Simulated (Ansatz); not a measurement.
Rough cost of magnetic runs on Eu (Fm-3m) in Ansatz 0.2.0, 3 threads of Arm Neoverse V2, on a shared host.

```
CELL_PARAMETERS angstrom
0.00000 2.78930 2.78930
2.78930 0.00000 2.78930
2.78930 2.78930 0.00000
ATOMIC_POSITIONS crystal
Eu 0.00000 0.00000 0.00000
```

```json
{"run": "PAW: spin–orbit coupling, moments along [001]", "functional, mesh": "PBE, 7×7×7", "k points solved": "40", "bands": "26", "iterations": "26", "wall time (s)": "11", "peak memory (GiB)": "0.48"}
{"run": "LAPW: collinear moments without spin–orbit coupling", "functional, mesh": "PBE, 7×7×7", "k points solved": "20", "bands": "22", "iterations": "16", "wall time (s)": "6.6", "peak memory (GiB)": "0.38"}
{"run": "PAW: collinear moments without spin–orbit coupling", "functional, mesh": "PBE, 7×7×7", "k points solved": "20", "bands": "16", "iterations": "12", "wall time (s)": "2", "peak memory (GiB)": "0.33"}
{"run": "PAW: spin–orbit coupling, moments along [111]", "functional, mesh": "PBE, 7×7×7", "k points solved": "44", "bands": "26", "iterations": "25", "wall time (s)": "11", "peak memory (GiB)": "0.5"}
```

Runs with the default search for lower states can spend part of their time in further cycles.
